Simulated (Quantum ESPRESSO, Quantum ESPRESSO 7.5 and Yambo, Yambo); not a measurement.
**GaN (honeycomb monolayer): G0W0 on several meshes in Yambo**

Wanted: mesh dependence and cost of G0W0 for GaN (honeycomb monolayer).

Main program and level: Quantum ESPRESSO 7.5 and Yambo 5.3.0; PBE and many-body steps on it, plane waves.

### 1. Set-up

The cell holds 2 atoms: 1 Ga and 1 N. Cell: a = 3.214 Å, b = 3.214 Å, c = 14.000 Å, α = 90.0°, β = 90.0°, γ = 120.0°. It derives from  ([{'formula': 'GaN', 'spacegroup': 194, 'source': 'prototype of the bulk crystal'}, {'formula': 'GaN', 'spacegroup': 186, 'source': 'prototype of the bulk crystal'}, {'formula': 'GaN', 'spacegroup': 216, 'source': 'prototype of the bulk crystal'}]). Vacuum lies along c.

The structure was relaxed with PBE. The runs that relaxed it are not among those shown.

### 2. Empty states on the mesh, 3×3×1 mesh, 74 bands

This step: Quantum ESPRESSO 7.5; DFT, PBE, plane waves, norm-conserving pseudopotentials.

The sums over transitions need many empty states on a uniform mesh; this step solves for them.

pw.in

```
&control
  calculation = 'nscf'
  prefix = 'x'
  outdir = 'o'
  pseudo_dir = 'pseudo'
/
&system
  ibrav = 0
  nat = 2
  ntyp = 2
  ecutwfc = 104.0
  nbnd = 74
  force_symmorphic = .true.
/
&electrons
  conv_thr = 1e-9
  electron_maxstep = 80
  diago_full_acc = .true.
  diago_thr_init = 5e-6
/
ATOMIC_SPECIES
  Ga 69.723 Ga.upf
  N 14.007 N.upf
CELL_PARAMETERS angstrom
  3.2137349432 0.0000000002 0.0000000000
  -1.6068674718 2.7831761017 0.0000000000
  0.0000000000 0.0000000000 14.0000000000
ATOMIC_POSITIONS crystal
  Ga 0.3333333333 0.6666666667 0.5000451249
  N 0.6666666667 0.3333333333 0.4999548751
K_POINTS automatic
  3 3 1 0 0 0
```

On the command line:

```console
$ OMP_NUM_THREADS=1 mpirun -n 8 pw.x -nk 4 -in pw.in > pw.out
```

Log:

```text
Program PWSCF v.7.5 starts

     This program is part of the open-source Quantum ESPRESSO suite
     for quantum simulation of materials; please cite
         "P. Giannozzi et al., J. Phys.:Condens. Matter 21 395502 (2009);
         "P. Giannozzi et al., J. Phys.:Condens. Matter 29 465901 (2017);
         "P. Giannozzi et al., J. Chem. Phys. 152 154105 (2020);
     in publications or presentations arising from this work. More details at

     Atomic positions and unit cell read from directory:
     o/x.save/

     Message from routine setup:
[...]
31.4541  31.4541

          k =-0.0000 0.3849 0.0000 ( 15145 PWs)   bands (ev):

[...]
34.7404  35.0724

          k = 0.3333 0.5774 0.0000 ( 15126 PWs)   bands (ev):

[...]
29.3405  29.4703  29.4915  30.1566  31.5546  32.4116  32.4736  32.5155
    32.7073  32.8862  32.9381  32.9999  33.0635  33.4719  33.9474  34.0111
    35.8525  35.8739

     highest occupied, lowest unoccupied level (ev):    -2.2617   -0.1006

     XML data file, pseudopotentials, collected wavefunctions

=------------------------------------------------------------------------------=
   JOB DONE.
=------------------------------------------------------------------------------=
```

It took 4.6 s on 8 MPI ranks of Arm Neoverse V1, shared host; peak memory 0.72 GiB; 36 s of CPU time.

This step gave:

```yaml
gap: 2.161 eV
k_of_the_valence_top: 0.3333, 0.3333, 0
k_of_the_conduction_bottom: 0, 0, 0
least_direct_gap: 2.484 eV
k_points_computed: 3
lowest_point_of_the_top_converged_band_above_the_valence_top: 33.72 eV
```

On this mesh the gap is 2.161 eV.

The density comes from a self-consistent run that is not shown.

### 3. Conversion and set-up

This step: Yambo 5.3.0; conversion and set-up on PBE, plane waves, norm-conserving pseudopotentials.

The states are converted to the many-body program's format and the q mesh is built.

On the command line:

```console
$ (cd o/x.save; p2y > p2y.log; mv SAVE ../..); yambo > setup.log
```

Log:

```text
 Yambo, version 5.3.0

 [02] CORE Variables Setup
 =========================

  [02.01] Unit cells
  ==================

  Cell kind             :  HCP
  Atoms in the cell     :  Ga  N
  number of Ga atoms    :  1
  number of N  atoms    :  1

  List of atomic masses
  Mass of Ga    :  69.72300
  Mass of N     :  14.00700

  List of atomic coordinates    : [cc]
  Ga1       : -0.55562E-09   3.5063       13.229      order 1
  N1       :   3.03654   1.75315  13.22689  order 2

  Alat factors          :   6.07308   5.25944  26.45617 [a.u.]
  Direct lattice volume :  845.0363 [a.u.]
[...]
0.000000  0.000000  0.000000  0.000000  0.000000  0.000000  0.000000  0.000000

 [03] Transferred momenta grid and indexing
 ==========================================

 IBZ Q-points                                      :  3
 BZ  Q-points                                      :   9

 K/Q-points units:
 rlu = crystal or reduced units; cc = cartesian coordinates; iku = interal k-units

 Q [1]          [rlu]:  0.000000  0.000000  0.000000
 Q [2]          [rlu]:  0.23257E-16  0.33333       0.0000
 Q [3]          [rlu]:  0.333333  0.333333  0.000000

  [03.01] X indexes
  =================

   [03.01.01] Sigma indexes
   ========================

 [06] Game Over & Game summary
```

It took 2.5 s on 1 MPI rank; peak memory 0.25 GiB.

### 4. 3×3×1

G0W0 replaces the xc potential by the self-energy, built once from these orbitals. Only a window of levels is corrected, while the sums run over the empty bands that the input names.

This step: G0W0 on PBE, plane waves, norm-conserving pseudopotentials.

gw14.in

```
HF_and_locXC
gw0
dyson
ppa
em1d
rim_cut
rim_w
RandQpts= 3000000
RandGvec= 100 RL
CUTGeo= "slab z"
RandGvecW= 5 RL
EXXRLvcs= 104 Ry
VXCRLvcs= 416 Ry
Chimod= "HARTREE"
% BndsRnXp
 1 | 74 |
%
NGsBlkXp= 6 Ry
% LongDrXp
 1 | 1 | 0 |
%
% GbndRnge
 1 | 74 |
%
DysSolver= "n"
ExtendOut
PPAPntXp= 27.21138 eV
% QPkrange
 3 | 3 | 12 | 15 |
 1 | 1 | 12 | 15 |
%
```

On the command line:

```console
$ OMP_NUM_THREADS=2 mpirun -n 4 yambo -F gw14.in -J gw14 -C gw14 > gw14.log
```

Log:

```text
 Yambo, version 5.3.0

 [02] CORE Variables Setup
 =========================

  [... cell, symmetries and grids as in the set-up ...]

  [02.05] Energies & Occupations
  ==============================

  [X] === General ===
  [X] Electronic Temperature                        :  0.000000  0.000000 [eV K]
  [X] Bosonic    Temperature                        :  0.000000  0.000000 [eV K]
  [X] Finite Temperature mode                       : no
  [X] El. density                                   :  0.20763E+24 [cm-3]
  [X] Fermi Level                                   : -2.261717 [eV]

  [X] === Gaps and Widths ===
  [X] Conduction Band Min                           :  2.161126 [eV]
  [X] Valence Band Max                              :  0.000000 [eV]
  [X] Filled Bands                                  :  13
  [X] Empty Bands                                   :   14   74
  [X] Direct Gap                                    :  2.483804 [eV]
  [X] Direct Gap localized at k                     :  1
  [X] Indirect Gap                                  :  2.161126 [eV]
  [X] Indirect Gap between kpts                     :  3  1
  [X] Last valence band width                       :  1.072642 [eV]
  [X] 1st conduction band width                     :  2.916470 [eV]

 [03] Transferred momenta grid and indexing
 ==========================================

 IBZ Q-points                                      :  3
 BZ  Q-points                                      :   9

 K/Q-points units:
 rlu = crystal or reduced units; cc = cartesian coordinates; iku = interal k-units

 Q [1]          [rlu]:  0.000000  0.000000  0.000000
 Q [2]          [rlu]:  0.23257E-16  0.33333       0.0000
 Q [3]          [rlu]:  0.333333  0.333333  0.000000

 [04] Coloumb potential Random Integration (RIM)
 ===============================================

 Performing RIM of v_slab

  [04.01] RIM initialization
  ==========================

  * Diagonal components only detected *

  8 x (sBL volume)        :  0.260923 [a.u.]
  sBZ random points       :  3000000
  Points outside the sBZ  :  24001124
  RL volume               :  0.293538 [a.u.]
  Integrated volume       :  0.293524 [a.u.]

  [04.02] RIM integrals
  =====================

  Gamma point sphere radius             :  0.093503 [a.u.]
  Points outside the sphere             :  2398760
  [Int_sBZ(q=0) 1/q^2]*(Vol_sBZ)^(-1/3) =:  7.520193
                                 should be <:  7.795600

  Summary of Coulomb integrals for non-metallic bands |Q|[au] RIM/Bare

  Q [1] 0.100000E-4 0.964672 * Q [2] 0.398216 1.145989
  Q [3] 0.689731 1.048727
  Non-periodic chartesian directions : none
  Optical renormalization            :  26.45617 [au]
  Polarizability dimension           : length

 [05] Coloumb potential CutOffslab
 =================================

 Cut directionsZ
 Slab Cutoff:Z
 Symmetry test passed : yes

 [06] Dipoles
 ============

  [06.01] Setup: observables and procedures
  =========================================

 [07] Dynamic Dielectric Matrix (PPA)
 ====================================

 [WR./gw14//ndb.pp]--------------------------------------------------------------
  Brillouin Zone Q/K grids (IBZ/BZ)                :   3   9   3   9
  RL vectors                                       :  18211 [WF]
  Coulomb cutoff potential                         : slab z
  Electronic Temperature                           :  0.000000 [K]
  Bosonic    Temperature                           :  0.000000 [K]
  PPA    diel. fun.  energies                      : Perdew, Burke & Ernzerhof(X)+Perdew, Burke & Ernzerhof(C)
  wavefunctions                                    : Perdew, Burke & Ernzerhof(X)+Perdew, Burke & Ernzerhof(C)
  Global Gauge                                     : length
  X matrix size                                    :  243
  X band range                                     :    1   74
  X e/h energy range                               : -1.000000 -1.000000 [eV]
  X Time ordering                                  : R
[...]
[xc] LIBXC used to calculate xc functional
  PP Number of Atomic Species                      :  2
  NLCC RL compoments                               :  121095
  PP Number of Atomic Species                      :  2
  NLCC RL compoments                               :  121095

 [xc] E_xc :  -24.06430 [Ha]
      E_xc :  -48.12861 [Ry]

  Local XC kind (lXC) : Perdew, Burke & Ernzerhof(X)+Perdew, Burke & Ernzerhof(C)
  Non-Local XC kind (nlXC) : Hartree-Fock

  Corrections @ K [1] :  [eV]
 <12|nlXC|12> = -23.23989 -0.21538E-17 <12|lXC|12> = -19.34737  0.75527E-15
 <13|nlXC|13> = -23.23989 -0.17501E-17 <13|lXC|13> = -19.34737  0.18882E-15
 <14|nlXC|14> = -7.192670 -0.30887E-17 <14|lXC|14> = -11.28134  0.18882E-15
 <15|nlXC|15> = -2.387865 -0.22688E-17 <15|lXC|15> = -4.586291  0.18882E-15

  Corrections @ K [3] :  [eV]
 <12|nlXC|12> = -19.38636 -0.18989E-16 <12|lXC|12> = -14.72079 -0.94408E-16
 <13|nlXC|13> = -20.16007 -0.24831E-16 <13|lXC|13> = -16.35014  0.000000
 <14|nlXC|14> = -4.678039 -0.28948E-18 <14|lXC|14> = -9.130725  0.94408E-16
 <15|nlXC|15> = -8.647004  0.37711E-17 <15|lXC|15> = -14.32571  0.000000

  [08.01] Hartree-Fock occupations report
  =======================================

  [Hartree-Fock] === General ===
  [Hartree-Fock] Electronic Temperature             :  0.000000  0.000000 [eV K]
  [Hartree-Fock] Bosonic    Temperature             :  0.000000  0.000000 [eV K]
  [Hartree-Fock] Finite Temperature mode            : no
  [Hartree-Fock] El. density                        :  0.20763E+24 [cm-3]
  [Hartree-Fock] Fermi Level                        : -2.261717 [eV]

  [Hartree-Fock] === Gaps and Widths ===
  [Hartree-Fock] Conduction Band Min                :  4.789987 [eV]
  [Hartree-Fock] Valence Band Max                   : -1.072642 [eV]
  [Hartree-Fock] Filled Bands                       :  13
  [Hartree-Fock] Empty Bands                        :   14   74
  [Hartree-Fock] Direct Gap                         :  5.862629 [eV]
  [Hartree-Fock] Direct Gap localized at k          :  2
  [Hartree-Fock] Indirect Gap                       :  5.862629 [eV]
  [Hartree-Fock] Indirect Gap between kpts          :  2  2
  [Hartree-Fock] Last valence band width            :  3.142556 [eV]
  [Hartree-Fock] 1st conduction band width          :  4.740295 [eV]

 [09] Dyson equation: Newton solver
 ==================================

  [09.01] RIM-W interpolation
  ===========================

  [WARNING] RIM-W works only for 2D semiconductors with slab cutoff
  Found compatible q grid: 2D
  q_min[ 1 ]:  0.33333      0.10462E-10   0.0000     [rlu]
   0.333333  0.166667  0.000000 [iku]
  q_min[ 2 ]:  0.23257E-16  0.33333       0.0000     [rlu]
  -0.23953E-10  0.33333       0.0000     [iku]
  G-vectors :   5
  G-vectors loaded:   39
  Number of interpolated frequencies:  2

  Evaluating coefficients q = 0
  Evaluating coefficients q = 0

  [09.02] RIM-W integrals
  =======================

  8 x (sBL volume)        :  0.260923 [a.u.]
  sBZ random points       :  3000000
  Points outside the sBZ  :  24001124
  RL volume               :  0.293538 [a.u.]
  Integrated volume       :  0.293524 [a.u.]

  [09.03] RIM integrals
  =====================

  Comparison between head Wc = W - v averages: < Wc > [au] RIM-W/RIM

   < -Wc [Q = 1] > 0.485524E-1 0.364481E-4 * < -Wc [Q = 2] > 0.002864 0.002534
   < -Wc [Q = 3] > 0.544068E-3 0.520517E-3

  Comparison between head Wc = W - v averages: < Wc > [au] RIM-W/RIM

   < -Wc [G = 1,G`=0] > 0.485524E-1 0.364481E-4 * < -Wc [G = 2,G`=0] >-0.004970 0.000000
   < -Wc [G = 3,G`=0] >-0.004970 0.000000 * < -Wc [G = 4,G`=0] > 0.833334E-3  0.00000
   < -Wc [G = 5,G`=0] > 0.833334E-3  0.00000

 [10] G0W0 (W PPA)
 =================

 [  GW  ] Bands range     :    1   74
 [GW/PPA] G damping       :  0.100000 [eV]

 QP @ state[ 1 ] K range:  1  1
 QP @ state[ 1 ] b range:  12  15
 QP @ state[ 2 ] K range:  3  3
 QP @ state[ 2 ] b range:  12  15

  Sc/G bands                                       :    1   74
  Sc/G damping                                     :  0.100000 ev
  Sc bands terminator                              : no
  Sx RL components                                 :  15037

  QP @ state[ 1 ] K range                          :  1  1
  QP @ state[ 1 ] b range                          :  12  15
  QP @ state[ 2 ] K range                          :  3  3
  QP @ state[ 2 ] b range                          :  12  15
  GF energies kind                                 : Perdew, Burke & Ernzerhof(X)+Perdew, Burke & Ernzerhof(C)
  GF WF`s kind                                     : Perdew, Burke & Ernzerhof(X)+Perdew, Burke & Ernzerhof(C)
  Xs energies kind                                 : Perdew, Burke & Ernzerhof(X)+Perdew, Burke & Ernzerhof(C)
  Xs WF`s kind                                     : Perdew, Burke & Ernzerhof(X)+Perdew, Burke & Ernzerhof(C)

 [14] Game Over & Game summary
```

It took 21 s on 4 MPI ranks; peak memory 1.9 GiB.

Numbers from this step:

* G0W0 gap on the points computed: 4.040 eV
* starting gap on the mesh: 2.161 eV
* k of the valence top: 0.3333, 0.3333, 0
* k of the conduction bottom: 0, 0, 0
* least direct G0W0 gap on the computed points: 4.347 eV
* Z at the valence top: 0.7480
* Z at the conduction bottom: 0.7982

The gap on the mesh goes from 2.16 eV to 4.04 eV, a correction of +1.88 eV.

### 5. Empty states on the mesh, 6×6×1 mesh, 74 bands

This step: Quantum ESPRESSO 7.5; DFT, PBE, plane waves, norm-conserving pseudopotentials.

Changes to pw.in since step 2:

```diff
@@ -31,2 +31,2 @@
 K_POINTS automatic
-  3 3 1 0 0 0
+  6 6 1 0 0 0
```

On the command line:

```console
$ OMP_NUM_THREADS=1 mpirun -n 8 pw.x -nk 4 -in pw.in > pw.out
```

Log:

```text
[banner, memory and clock lines left out]
Program PWSCF v.7.5 starts

     Atomic positions and unit cell read from directory:
     o/x.save/

     Message from routine setup:
     using ibrav=0 with symmetry is DISCOURAGED, use correct ibrav instead

     bravais-lattice index     =            0
     lattice parameter (alat)  =       6.0731  a.u.
     unit-cell volume          =     845.0363 (a.u.)^3
     number of atoms/cell      =            2
     number of atomic types    =            2
     number of electrons       =        26.00
[...]
31.4541  31.4541

          k =-0.0000 0.1925 0.0000 ( 15121 PWs)   bands (ev):

[...]
32.7348  33.6518

          k =-0.0000 0.3849 0.0000 ( 15145 PWs)   bands (ev):

[...]
28.7020  29.5783  30.0654  30.3471  30.6045  31.3596  31.4663  31.5633
    31.7784  32.9421  33.1120  33.6391  33.7464  34.3929  34.6386  34.6872
    34.7404  35.0724

          k = 0.0000-0.5774 0.0000 ( 15148 PWs)   bands (ev):

     [... further k-points ...]

     highest occupied, lowest unoccupied level (ev):    -2.2617   -0.1006

     XML data file, pseudopotentials, collected wavefunctions
```

The job ended after 8.8 s (8 MPI ranks; peak memory 0.83 GiB).

This step gave:

- gap: 2.161 eV
- k of the valence top: 0.3333, 0.3333, 0
- k of the conduction bottom: 0, 0, 0
- least direct gap: 2.484 eV
- k points computed: 7
- lowest point of the top converged band, above the valence top: 33.72 eV

On this mesh the gap is 2.161 eV.

### 6. Conversion and set-up

This step: Yambo 5.3.0; conversion and set-up on PBE, plane waves, norm-conserving pseudopotentials.

On the command line:

```console
$ (cd o/x.save; p2y > p2y.log; mv SAVE ../..); yambo > setup.log
```

Log:

```text
 Yambo, version 5.3.0

 [02] CORE Variables Setup
 =========================

  [02.01] Unit cells
  ==================

  Cell kind             :  HCP
  Atoms in the cell     :  Ga  N
  number of Ga atoms    :  1
  number of N  atoms    :  1

  List of atomic masses
  Mass of Ga    :  69.72300
  Mass of N     :  14.00700

  List of atomic coordinates    : [cc]
  Ga1       : -0.55562E-09   3.5063       13.229      order 1
  N1       :   3.03654   1.75315  13.22689  order 2

  Alat factors          :   6.07308   5.25944  26.45617 [a.u.]
  Direct lattice volume :  845.0363 [a.u.]
[...]
BZ  Q-points                                      :   36

 K/Q-points units:
 rlu = crystal or reduced units; cc = cartesian coordinates; iku = interal k-units

 Q [1]          [rlu]:  0.000000  0.000000  0.000000
 Q [2]          [rlu]:  0.11629E-16  0.16667       0.0000
 Q [3]          [rlu]:  0.23257E-16  0.33333       0.0000
 Q [4]          [rlu]: -0.34886E-16 -0.50000       0.0000
 Q [5]          [rlu]:  0.166667  0.166667  0.000000
 Q [6]          [rlu]:  0.166667  0.333333  0.000000
 Q [7]          [rlu]:  0.333333  0.333333  0.000000

  [03.01] X indexes
  =================

   [03.01.01] Sigma indexes
   ========================

 [06] Game Over & Game summary
```

The job ended after 3 s (1 MPI rank; peak memory 0.26 GiB).

(Part 1 of 2 ends here.)

[Paths, hosts, dates, memory and timing lines, banners, echoed tables and standing remarks are left out of the program output.]

[Logs are printed without paths, hosts, clocks, repeated set-up lines and the standing remarks that a program may print on its own settings, such as how far it seeks lower states.]

[Runs of the session that timed out or met a known fault of the program may be left out.]

[Hosts, paths, dates, database ids (printed as entryN), source tags and the programs' standing remarks are cut or masked in the printed files.]
